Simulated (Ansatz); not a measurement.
Relaxation path: Rh (hcp type)

DFT, PBE, PAW with Ansatz's default frozen-core files, scalar-relativistic (Ansatz 0.2.0); a Γ-centred 18×18×10 k mesh, Fermi–Dirac smearing of 0.1 eV, no spin polarisation. The run relaxes shape and atoms at held volume.

Command: `ansatz run input.yaml --threads 1 --pin off --max-ram 2048MiB --backend cpu --events-out ev --progress --plain --runs-dir out` It took 15 s on 1 thread of Arm Neoverse V1, on a shared host, peak memory 0.33 GiB.

```yaml
crystal:
  lattice:
    - [2.0572196503, 0.0, 0.0]
    - [-1.0286098252, 1.7816044784, 0.0]
    - [0.0, 0.0, 3.3141359087]
  atoms:
    - { symbol: Rh, position: [0.3333333333, 0.6666666667, 0.25] }
    - { symbol: Rh, position: [0.6666666667, 0.3333333333, 0.75] }
kpoints:
  mp_grid: { grid: [18, 18, 10] }
scf:
  occupations: { method: fermi_dirac, width: 0.1 }
hamiltonian:
  xc: pbe
  pseudopotentials: { kind: paw }
output:
  forces: true
  stress: true
relax:
  f_tol: 0.005
  max_steps: 30
  cell: { stress_tol: 0.68, fix: [volume] }
```

Each step lists its free energy a cell above the last geometry, the pressure, the cell vectors (Å), and Cartesian positions (Å) with forces (eV/Å).

The first step:

```
step 1  dF = 23.39 meV  P = 1589 GPa
  cell 2.0572 0.0000 0.0000  -1.0286 1.7816 0.0000  0.0000 0.0000 3.3141
  Rh 0.0000 1.1877 0.8285   0.0000 0.0000 0.0000
  Rh 1.0286 0.5939 2.4856   0.0000 0.0000 0.0000
```

The structure type is held throughout; the real material can change phase at far lower pressure. At this compression frozen-core PAW has no all-electron check here.

The symmetry of the start is kept and no stability test is made, so the end need not be the stable phase.

Q: Where does the relaxation end, and by which steps?

A: After 3 geometries, with conventional a, b, c = 2.046, 2.046, 3.349 Å, at 6.073 Å³/atom and 1588 GPa in space group P6_3/mmc, with a shortest distance of 2.046 Å. The further steps:
```
step 2  dF = 5.93 meV  P = 1587 GPa
  cell 2.0411 0.0000 0.0000  -1.0205 1.7676 0.0000  0.0000 0.0000 3.3668
  Rh 0.0000 1.1784 0.8417   0.0000 0.0000 0.0000
  Rh 1.0205 0.5892 2.5251   0.0000 0.0000 0.0000
step 3  dF = 0.00 meV  P = 1588 GPa
  cell 2.0464 0.0000 0.0000  -1.0232 1.7722 0.0000  0.0000 0.0000 3.3492
  Rh 0.0000 1.1815 0.8373   0.0000 0.0000 0.0000
  Rh 1.0232 0.5907 2.5119   0.0000 0.0000 0.0000
step 4  dF = -0.04 meV  P = 1588 GPa  (same geometry on a basis chosen anew; earlier energies don't compare to the last digit)
  cell 2.0464 0.0000 0.0000  -1.0232 1.7722 0.0000  0.0000 0.0000 3.3492
  Rh 0.0000 1.1815 0.8373   0.0000 0.0000 0.0000
  Rh 1.0232 0.5907 2.5119   0.0000 0.0000 0.0000
```
